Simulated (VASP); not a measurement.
# MnO (P-6m2) in VASP: notebook, part 2 of 2

VASP 6.6.1. Earlier steps stand in the parts before.

### 3 Single point, LDA, collinear spin, ferromagnetic start

INCAR reads:

```
PREC = Accurate
ENCUT = 520
EDIFF = 1E-6
ISMEAR = 0
SIGMA = 0.05
LREAL = F
LASPH = T
NELM = 120
ALGO = Normal
ISIF = 2
LWAVE = F
LCHARG = F
ISPIN = 2
MAGMOM = 4 0
LORBIT = 11
LMAXMIX = 4
GGA = CA
NBANDS = 20
```

KPOINTS reads:

```
regular mesh
0
Gamma
  7 7 7
```

POSCAR reads:

```
MnO
1.0
    2.9694859100      0.0000000000      0.0000000000
   -1.4847429600      2.5716502300      0.0000000000
    0.0000000000      0.0000000000      2.8980711300
Mn O
1 1
Direct
    0.0000000000      0.0000000000      0.0000000000
    0.6666666667      0.3333333333      0.5000000000
```

Potentials or basis: VASP PAW LDA potentials, release 64 (Mn_pv, O).

On the command line:

```
$ cat potpaw_LDA.64/Mn_pv/POTCAR potpaw_LDA.64/O/POTCAR > POTCAR
$ mpirun -np 1 vasp_std > vasp.out
```

OUTCAR:

```text
PREC = Accurate
   ENCUT = 520
   EDIFF = 1E-6
   ISMEAR = 0
   LREAL = F
   LASPH = T
   NELM = 120
   ISIF = 2
   ISPIN = 2
   LORBIT = 11
   GGA = CA

 ion  position               nearest neighbor table
   1  0.000  0.000  0.000-   2 2.24   2 2.24   2 2.24   2 2.24   2 2.24   2 2.24
   2  0.667  0.333  0.500-   1 2.24   1 2.24   1 2.24   1 2.24   1 2.24   1 2.24

  LATTYP: Found a hexagonal cell.
 ALAT       =     2.9694859100
 C/A-ratio  =     0.9759504567

  Lattice vectors:

 A1 = (   2.9694859100,   0.0000000000,   0.0000000000)
 A2 = (  -1.4847429600,   2.5716502300,   0.0000000000)
 A3 = (   0.0000000000,   0.0000000000,   2.8980711300)

Analysis of symmetry for initial positions (statically):
=====================================================================
 Subroutine PRICEL returns:
 Original cell was already a primitive cell.

 Routine SETGRP: Setting up the symmetry group for a
 hexagonal supercell.

 Subroutine GETGRP returns: Found 12 space group operations
 (whereof 12 operations were pure point group operations)
 out of a pool of 24 trial point group operations.

The static configuration has the point symmetry D_3h.

Analysis of symmetry for dynamics (positions and initial velocities):
=====================================================================
 Subroutine PRICEL returns:
 Original cell was already a primitive cell.

 Routine SETGRP: Setting up the symmetry group for a
 hexagonal supercell.

 Subroutine GETGRP returns: Found 12 space group operations
 (whereof 12 operations were pure point group operations)
 out of a pool of 24 trial point group operations.

The dynamic configuration has the point symmetry D_3h.

Analysis of structural, dynamic, and magnetic symmetry:
=====================================================================
 Subroutine PRICEL returns:
 Original cell was already a primitive cell.

 Routine SETGRP: Setting up the symmetry group for a
 hexagonal supercell.

 Subroutine GETGRP returns: Found 12 space group operations
 (whereof 12 operations were pure point group operations)
 out of a pool of 24 trial point group operations.

The overall configuration has the point symmetry D_3h.

 Subroutine INISYM returns: Found 12 space group operations
 (whereof 12 operations are pure point group operations),
 and found     1 'primitive' translations

----------------------------------------------------------------------------------------

                                     Primitive cell

  volume of cell :      22.1311

  direct lattice vectors                    reciprocal lattice vectors
     2.969485910  0.000000000  0.000000000     0.336758628  0.194427685  0.000000000
    -1.484742960  2.571650230  0.000000000     0.000000000  0.388855369  0.000000000
     0.000000000  0.000000000  2.898071130     0.000000000  0.000000000  0.345057093

  length of vectors
     2.969485910  2.969485909  2.898071130     0.388855369  0.388855369  0.345057093

  position of ions in fractional coordinates (direct lattice)
     0.000000000  0.000000000  0.000000000
     0.666666667  0.333333333  0.500000000

  ion indices of the primitive-cell ions
   primitive index   ion index
                 1           1
                 2           2
[... 65 lines left out ...]
   ICHARG =      2    charge: 1-file 2-atom 10-const
   ISPIN  =      2    spin polarized calculation?
   LNONCOLLINEAR =      F non collinear calculations
   LSORBIT =      F    spin-orbit coupling
   LASPH  =      T    aspherical Exc in radial PAW
   ENCUT  =  520.0 eV  38.22 Ry    6.18 a.u.   5.52  5.52  5.39*2*pi/ulx,y,z
   NELM   =    120;   NELMIN=  2; NELMDL= -5     # of ELM steps
   EDIFF  = 0.1E-05   stopping-criterion for ELM
   LREAL  =      F    real-space projection
   EDIFFG = 0.1E-04   stopping-criterion for IOM
   NSW    =      0    number of steps for IOM
   IBRION =     -1    ionic relax: 0-MD 1-quasi-New 2-CG
   NFREE  =      0    steps in history (QN), initial steepest desc. (CG)
   ISIF   =      2    stress and relaxation
   ISYM   =      2    0-nonsym 1-usesym 2-fastsym
   POTIM  = 0.5000    time-step for ionic-motion
   TEBEG  =    0.0;   TEEND  =   0.0 temperature during run
   PSTRESS=    0.0 pullay stress
   NELECT =      19.0000    total number of electrons
   NUPDOWN=      -1.0000    fix difference up-down
   EMIN   =  10.00;   EMAX   =-10.00  energy-range for DOS
   EFERMI =   0.00;   METHOD = LEGACY
   ISMEAR =     0;   SIGMA  =   0.05  broadening in eV -4-tet -1-fermi 0-gaus
   EFERMI_NEDOS =   21; number of points for ismear=-14 and -15
   IALGO  =     38    algorithm
   IMIX   =      4    mixing-type and parameters
     AMIX     =   0.40;   BMIX     =  1.00
     AMIX_MAG =   1.60;   BMIX_MAG =  1.00
  volume/ion in A,a.u.               =      11.07        74.67
  Fermi-wavevector in a.u.,A,eV,Ry     =   1.555937  2.940294 32.938881  2.420939
  Thomas-Fermi vector in A             =   2.659805
   LORBIT       =     11    0 simple, 1 ext, 2 COOP (PROOUT), +10 PAW based schemes
   GGA     = CA    functional components
   LHFCALC =     F    Hartree Fock is set to
   AEXX    =    0.0000 exact exchange contribution
   IVDW    =     0    specifies the selected vdW correction
   LEPSILON=     F    determine dielectric tensor
   LRPA    =     F    only Hartree local field effects (RPA)
 spin polarized calculation
 Gauss-broadening in eV      SIGMA  =   0.05
  energy-cutoff  :      520.00
  volume of cell :       22.13
 maximum number of plane-waves:       617
 NGX is ok and might be reduce to    24
   NGX = 11   NGY = 11   NGZ = 11

 number of electron      18.9999986 magnetization       4.4331627

 Free energy of the ion-electron system (eV)
  ---------------------------------------------------
  ext. energy  EPLUGINS =         0.00000000
  ---------------------------------------------------
  free energy    TOTEN  =       -17.16533431 eV

  energy without entropy =      -17.16306005  energy(sigma->0) =      -17.16419718

 E-fermi :   6.5700     XC(G=0): -12.3619

 val. band max:        6.5432716702   @ k =   0.1429   0.1429   0.4286
 cond. band min:       6.5981430435   @ k =   0.4286   0.1429   0.1429
 fundamental gap:      0.0548713733
 Fermi energy:         6.5699769437

 spin component 1

 k-point     1 :       0.0000    0.0000    0.0000
  band No.  band energies     occupation
      1     -42.9098      1.00000
      2     -42.9098      1.00000
      3     -42.7280      1.00000
      4     -12.8360      1.00000
      5       2.1203      1.00000
      6       2.1203      1.00000
[... 541 lines left out ...]
     19      32.2165      0.00000
     20      33.4191      0.00000

 [... further k-points ...]

 spin component 2

 k-point     1 :       0.0000    0.0000    0.0000
  band No.  band energies     occupation
      1     -38.8889      1.00000
      2     -38.8889      1.00000
      3     -38.8305      1.00000
      4     -12.4326      1.00000
      5       3.2906      1.00000
      6       3.2906      1.00000
[... 541 lines left out ...]
     19      33.4266      0.00000
     20      34.6708      0.00000

 [... further k-points ...]

------------------------ aborting loop because EDIFF is reached ----------------------------------------

  FORCE on cell =-STRESS in cart. coord.  units (eV):
  Direction    XX          YY          ZZ          XY          YZ          ZX
  --------------------------------------------------------------------------------------
  -------------------------------------------------------------------------------------
  Total       -1.9019052     -1.9019052     -4.1775566      0.0000000      0.0000000      0.0000000
  in kB     -137.6883606   -137.6883602   -302.4340696      0.0000003      0.0000000      0.0000000
  external PRESSURE =    -192.6035968 kB  Pullay stress =       0.0000000 kB

 VOLUME and BASIS-vectors are now :
 -----------------------------------------------------------------------------
  energy-cutoff  :      520.00
  volume of cell :       22.13
      direct lattice vectors                 reciprocal lattice vectors
     2.969485910  0.000000000  0.000000000     0.336758628  0.194427685  0.000000000
    -1.484742960  2.571650230  0.000000000     0.000000000  0.388855369  0.000000000
     0.000000000  0.000000000  2.898071130     0.000000000  0.000000000  0.345057093

 POSITION                                       TOTAL-FORCE (eV/Angst)
 -----------------------------------------------------------------------------------
      0.00000      0.00000      0.00000        -0.000000     -0.000000      0.000000
      1.48474      0.85722      1.44904         0.000000      0.000000      0.000000
 -----------------------------------------------------------------------------------
    total drift:                               -0.000000      0.000000      0.000000

  FREE ENERGIE OF THE ION-ELECTRON SYSTEM (eV)
  ---------------------------------------------------
  free  energy   TOTEN  =       -17.1653343059 eV

  energy  without entropy=      -17.1630600505  energy(sigma->0) =      -17.16419718

 total charge

# of ion       s       p       d       tot
------------------------------------------
    1        0.212   6.183   4.985  11.380
    2        1.553   3.352   0.000   4.906
--------------------------------------------------
tot          1.765   9.536   4.985  16.286

 magnetization (x)

# of ion       s       p       d       tot
------------------------------------------
    1        0.025   0.030   3.960   4.015
    2        0.025   0.140   0.000   0.165
--------------------------------------------------
tot          0.050   0.170   3.960   4.180
```

stdout:

```text
POSCAR found type information on POSCAR MnO
 POSCAR found :  2 types and       2 ions
 scaLAPACK will be used
 LDA part: xc-table for (Slater(with rela. corr.)+CA(PZ))
 , standard interpolation
 POSCAR, INCAR and KPOINTS ok, starting setup
 FFT: planning ... GRIDC
 FFT: planning ... GRID_SOFT
 FFT: planning ... GRID
 WAVECAR not read
 entering main loop
```

Run time: 14 s. Hardware: 1 thread of Intel Xeon 6975P-C (Granite Rapids), shared host; peak memory 0.14 GiB.

What came out:

```yaml
Free_energy: -17.1653 eV
Pressure: -19.3 GPa
Band_gap_on_the_k_mesh: none (metal or under the smearing width)
Net_moment: 4.43 μB per cell
Site_moments: Mn +4.01; O +0.17 μB
Valence_electrons_inside_the_program's_atomic_spheres: Mn 11.38; O 4.91
```

Caveat: so large a pressure means that the cell lies far from this level's equilibrium, or that cutoff or potentials fall short; a cell with one magnetic atom can't hold antiferromagnetic order, which such compounds often take; semilocal functionals often make such compounds metallic where correlation or magnetic order opens a gap, which also shifts bond lengths. With open d or f shells a metallic result of LDA can be an artefact of self-interaction; +U or a hybrid may open a gap.
